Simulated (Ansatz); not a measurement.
Base system: ZnTe in the zinc blende structure (space group F-43m, No. 216).

```
ZnTe
1.0
    0.00000     3.05670     3.05670
    3.05670     0.00000     3.05670
    3.05670     3.05670     0.00000
Te Zn
1 1
Direct
  0.75000   0.75000   0.75000
  0.00000   0.00000   0.00000
```

Cartesian axes are those of the cell as printed.

Levels (all Ansatz, a program for electronic structure, PAW): r2SCAN (500 eV, no spin-orbit coupling); HSE06 (420 eV, without spin-orbit coupling).

Its gap is 1.79 eV with r2SCAN and 2.24 eV with HSE06.

Perturbation: biaxial strain +1.09 %, plane normal [001], relaxed out of plane (Cartesian); in-plane vectors clamped, the third vector and the atoms free.

With r2SCAN the gap becomes 1.68 eV.

Q: If the HSE06 correction stayed the same, what would the HSE06 gap be, and what does the HSE06 run give?

A: A rigid correction of +0.45 eV gives 2.13 eV. The HSE06 run gives 2.13 eV, so the two effects roughly add.

Single points use the geometry relaxed with r2SCAN. Spin-orbit coupling, missing from the scalar runs, can matter with Te. Stability against distortions was not tested.
